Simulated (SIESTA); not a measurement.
Wanted: the native input for a SIESTA 5.4.2 run.

```yaml
Task: single point
Functional: PBE
Potentials_or_basis: PseudoDojo 0.4 standard (PBE files)
Basis: DZP (energy shift 0.003 Ry; two zetas on semicore shells)
Grid_cutoff: 800 Ry
Energy_shift: 0.003 Ry
k_mesh: 9 × 6 × 4
Occupations: fermi-dirac, width 0.05 eV
Spin: no spin polarisation
```

The system is TiO2.

```xyz
9
Lattice="2.9683 0.0000 0.0000 0.0002 4.7076 0.0000 1.4836 0.2424 7.0835" Properties=species:S:1:pos:R:3 pbc="T T T"
Ti    0.0111    0.0020    0.0050
Ti    1.4933    2.3377    2.2452
Ti    2.9797    2.6161    4.8486
O     1.4969    0.9041    0.9105
O     2.9795    1.5111    3.2009
O     1.4967    1.6498    5.7110
O     2.9804    3.3042    1.3825
O     1.4963    3.4427    3.8925
O     2.9811    4.0496    6.1826
```

The cell comes from a database or a generator and needn't be the stable form of this composition.

The input as run:

TiO2.fdf

```
SystemName                      TiO2
SystemLabel                     TiO2
NumberOfSpecies                 2
NumberOfAtoms                   9
%block ChemicalSpeciesLabel
  1  22 Ti
  2   8 O
%endblock ChemicalSpeciesLabel

LatticeConstant                 1.0 Ang
%block LatticeVectors
     2.9682645463     0.0000000000     0.0000000000
     0.0002080834     4.7076067549     0.0000000000
     1.4835696211     0.2423534620     7.0834647979
%endblock LatticeVectors
AtomicCoordinatesFormat         Fractional
%block AtomicCoordinatesAndAtomicSpecies
     0.0033718700     0.0003888100     0.0007031900  1  Ti
     0.3446402100     0.4802596500     0.3169598700  1  Ti
     0.6617081400     0.5204743600     0.6844963600  1  Ti
     0.4400381600     0.1854376900     0.1285388000  2  O
     0.7779263400     0.2977287500     0.4518780700  2  O
     0.1012362400     0.3089534200     0.8062432200  2  O
     0.9064972100     0.6918369900     0.1951715700  2  O
     0.2294071500     0.7030072800     0.5495147300  2  O
     0.5680256700     0.8153000600     0.8728271800  2  O
%endblock AtomicCoordinatesAndAtomicSpecies

%block kgrid.MonkhorstPack
    9   0   0  0.0
    0   6   0  0.0
    0   0   4  0.0
%endblock kgrid.MonkhorstPack
XC.Functional                   GGA
XC.Authors                      PBE
PAO.BasisSize                   DZP
PAO.EnergyShift                 0.003 Ry
Mesh.Cutoff                     800 Ry
OccupationFunction              FD
ElectronicTemperature           0.05 eV
MaxSCFIterations                120
SCF.MustConverge                false
SCF.Mixer.Method                Pulay
SCF.Mixer.Weight                0.25
SCF.Mixer.History               8
SCF.DM.Tolerance                5.0e-05
SCF.H.Tolerance                 1.0e-03 eV
WriteForces                     true
Charge.Mulliken                 end
Charge.Hirshfeld                end
Charge.Voronoi                  end
SaveRho                         true
SaveElectrostaticPotential      true
%block PAO.Basis
  Ti 5
  n=3 0 2
    3.144 0.000
  n=4 0 2
    8.756 0.000
  n=3 1 2
    3.568 0.000
  n=4 1 1
    8.756
  n=3 2 2
    6.267 0.000
%endblock PAO.Basis
```

Potentials or basis: PseudoDojo 0.4 standard (PBE files), DZP (energy shift 0.003 Ry; two zetas on semicore shells).

The run is started by

```bash
$ siesta TiO2.fdf > TiO2.out 2>&1
```

It gave:

- Pressure: 7.1 GPa
- Largest force: 0.523 eV/Å
- Band gap on the k mesh: 2.15 eV, indirect (least direct gap 2.20 eV)
- Hirshfeld charges: Ti +0.54, +0.53; O -0.27, -0.26 e
- Voronoi charges: Ti +0.53, +0.52; O -0.26, -0.27 e

Caveat: Mulliken charges of long-ranged orbitals can have an unphysical sign; an odd mesh through Γ misses points on the zone boundary, where band edges often lie; the basis of atomic orbitals isn't converged, which shifts pressures, moduli and gaps.

It took 3.3 min on 1 thread of Arm Neoverse V1, with other jobs on the host, peak memory 0.62 GiB.
